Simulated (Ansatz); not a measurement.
# SiC (P4_2/mnm) at 3 levels of theory

One geometry, relaxed with PBE; plane waves with PAW potentials in Ansatz, scalar-relativistic. No spin polarisation. Gaps are the least over mesh and band path; pressure is positive in compression.

```cif
data_structure
_symmetry_space_group_name_H-M 'P4_2/mnm'
_symmetry_Int_Tables_number 136
_cell_length_a 5.3229
_cell_length_b 5.3229
_cell_length_c 3.0926
_cell_angle_alpha 90.000
_cell_angle_beta 90.000
_cell_angle_gamma 90.000
_cell_volume 87.63
loop_
_atom_site_label
_atom_site_type_symbol
_atom_site_symmetry_multiplicity
_atom_site_Wyckoff_symbol
_atom_site_fract_x
_atom_site_fract_y
_atom_site_fract_z
_atom_site_occupancy
Si1 Si 4 f 0.67559 0.67559 0.00000 1
C1 C 4 g 0.81544 0.81544 0.50000 1
```

| level | cutoff (eV) | k mesh | gap (eV) | pressure (GPa) |
| --- | --- | --- | --- | --- |
| PBE | 420 | 6×6×10 | 2.10 | 0.0 |
| r2SCAN | 500 | 6×6×10 | 2.46 | -3.7 |
| LDA | 420 | 6×6×10 | 1.97 | -7.1 |

It was reached by relaxing an invented guess, and it needn't be the stable form of this composition.
